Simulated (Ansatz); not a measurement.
**Guessed and relaxed cells of Cu**

A trial structure of Cu was built thus: random cell by space group and Wyckoff sites (Fmmm, No. 69). Its size is a rough estimate.

POSCAR.start

```
Cu
1.0
     0.00000    1.89376    2.07767
     1.71518    0.00000    2.07767
     1.71518    1.89376    0.00000
Cu
1
Direct
  0.00000 0.00000 0.00000
```

Computed with Ansatz 0.2.0, DFT PBE, scalar-relativistic, plane waves, PAW. Cutoff 420 eV, Gaussian smearing, Γ-centred meshes. Cell and atoms relax first on a coarse mesh and then on a finer one. In between, the cell is made exact in the group found at 0.06 Å. In metals the finer mesh still leaves noise of several meV/atom or more. The steps can't lower the symmetry of their start. No spin polarisation.

POSCAR.end

```
Cu
1.0
     0.00000    1.81484    1.81484
     1.81484    0.00000    1.81484
     1.81484    1.81484    0.00000
Cu
1
Direct
  0.00000 0.00000 0.00000
```

The symmetry goes from Fmmm (No. 69) to Fm-3m (No. 225). The end has the fcc type. The volume per atom shrinks by 11.4 %, from 13.5 to 12.0 Å³. The shortest distance goes from 2.56 Å (Cu–Cu) to 2.57 Å (Cu–Cu). The energy falls by about 0.11 eV/atom (the start's value is from the coarse mesh).

```yaml
Volume_per_atom: 11.95 Å³
Density: 8.83 g/cm³
Energy_over_the_standard_state: 0.00 eV/atom
Gap_on_the_26×26×26_mesh_of_the_1-atom_cell: 0 eV (a metal)
```

Energies count from the standard state of Cu at the same level. It is level with the standard state within the noise.

The last run used Gaussian smearing of 0.10 eV. The k mesh leaves some 4 meV/atom of noise in the energy of each metallic cell. Symmetry constrained the relaxation, so the result can be a saddle point. In all, the 3 runs took 37 s on 1 thread of Arm Neoverse V2 (shared host).
